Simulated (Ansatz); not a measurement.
Runs of Ansatz 0.2.0 on Si. It takes space group I4/mmm (No. 139, tetragonal). Conventional cell: a = 6.651 Å, b = 6.651 Å, c = 3.845 Å, α = 90.00°, β = 90.00°, γ = 90.00°. Si (site symmetry m2m) has 4 Si at 2.34 to 2.38 Å as nearest neighbours. This isn't the form of Si at room conditions, which is diamond.

```csv
screening (1/Å),gap on the mesh (eV),pressure (GPa),largest force (eV/Å)
0.3,(a),0.2,0.03
0.2,0.83,0.0,0.03
0.15,(b),0.0,0.03
0.1,1.08,-0.1,0.03
```

Alike in all rows: task single point; level HSE06 form with a typed share of exact exchange; potentials or basis Ansatz PAW; no spin polarisation; cell as given; k mesh 4 × 4 × 4; cutoff (eV) 420; smearing fermi-dirac 0.05 eV; the mesh is coarse, so values aren't converged.

Fill in the values left out.

(a) 0.66; (b) 0.94.

Caveats: all runs use coarse meshes; the PAW data sets come from PBE, with cores solved anew for the run's functional, which leaves a small shift of forces and pressure; the thresholds are loose for stress.

A k mesh can miss the band edges.
